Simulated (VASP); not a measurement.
# AlN: single point with PBE

AlN:

```xyz
4
Lattice="3.1130 0.0000 0.0000 -1.5565 2.6959 0.0000 0.0000 0.0000 4.9810" Properties=species:S:1:pos:R:3 pbc="T T T"
Al    1.5565    0.8986    2.4905
Al    0.0000    1.7973    0.0000
N     1.5565    0.8986    4.3833
N     0.0000    1.7973    1.8928
```

```yaml
Program: VASP 6.6.1
Task: single point
Functional: PBE
Potentials_or_basis: VASP PAW PBE potentials, release 64 (Al_GW, N_GW)
Cutoff: 500 eV
k_mesh: 5 × 5 × 3
Occupations: gaussian, width 0.02 eV
Spin: no spin polarisation
```

```yaml
Pressure: 2.8 GPa
Largest_force: 0.132 eV/Å
Band_gap_on_the_k_mesh: 4.22 eV, direct
```

Forces on the atoms (eV/Å):
```
Al   0.000  0.000 -0.132
Al   0.000  0.000 -0.132
N    0.000  0.000  0.132
N    0.000  0.000  0.132
```

Stress tensor (GPa, compression positive):
```
2.26 0.00 0.00
0.00 2.26 0.00
0.00 0.00 3.82
```

Levels at points of the mesh, in eV from the valence-band top:
```tsv
k point	band 5	band 6	band 7	band 8	band 9	band 10	band 11	band 12
(0.00, 0.00, 0.00)	-0.83	-0.18	-0.18	0.00	4.22	6.66	10.61	11.16
```

It used 6.9 s of CPU time on 1 thread of Intel(R) Xeon(R) Platinum 8559C (Emerald Rapids), on a shared host, which was overloaded at the time.

Caveat: the k mesh is coarse (spacing up to 0.47 Å⁻¹), so the values aren't converged; the cutoff is under 1.25 times the usual one of these potentials, so pressure, stress and relaxed cells hold a basis-set (Pulay) error.
